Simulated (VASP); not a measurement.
Runs of VASP 6.6.1 on CdO (Monteponite). It takes space group Fm-3m (No. 225, cubic). Conventional cell: a = 4.699 Å, b = 4.699 Å, c = 4.699 Å, α = 90.00°, β = 90.00°, γ = 90.00°. Cd (site symmetry m-3m) has 6 O at 2.35 Å as nearest neighbours. O (site symmetry m-3m) has 6 Cd at 2.35 Å as nearest neighbours. 

```csv
task,level,cell,k mesh,cutoff (eV),grid for exact exchange (PRECFOCK),exchange at q = 0,mesh quality,gap on the mesh (eV),pressure (GPa),relaxed volume (Å³/atom)
relaxation of cell and atoms,optB88-vdW,relaxed,10 × 10 × 10,600,-,-,not flagged,none,0.0,(b)
band structure,r2SCAN0,as given,5 × 5 × 5,520,Fast,truncated,coarse,2.09,-0.7,-
relaxation of cell and atoms,vdW-DF,relaxed,10 × 10 × 10,600,-,-,not flagged,none,0.0,(a)
relaxation of cell and atoms,vdW-DF2,relaxed,10 × 10 × 10,600,-,-,not flagged,none,0.0,14.54
relaxation of cell and atoms,optB86b-vdW,relaxed,10 × 10 × 10,600,-,-,not flagged,none,0.0,13.28
```

Alike in all rows: potentials or basis VASP PAW PBE potentials, release 64 (Cd, O); no spin polarisation; smearing fermi-dirac 0.05 eV.

Question: Fill in the values left out.

Answer: (a) 14.21; (b) 13.46.

Caveats: some runs use coarse meshes; the PAW data sets were made with another functional, which shifts forces and pressure a little; this crystal is a semiconductor, whose small gap the functional closes, so the metal is an error of the method (some runs); the mesh misses the band edges, which the band path finds closer together (some runs); the volume moved by +12 % from the deposited cell, more than functionals usually miss (some runs).

A k mesh can miss the band edges, and the runs leave out spin-orbit coupling on Cd.

A gap of «none» marks a metal or a gap under the smearing width.
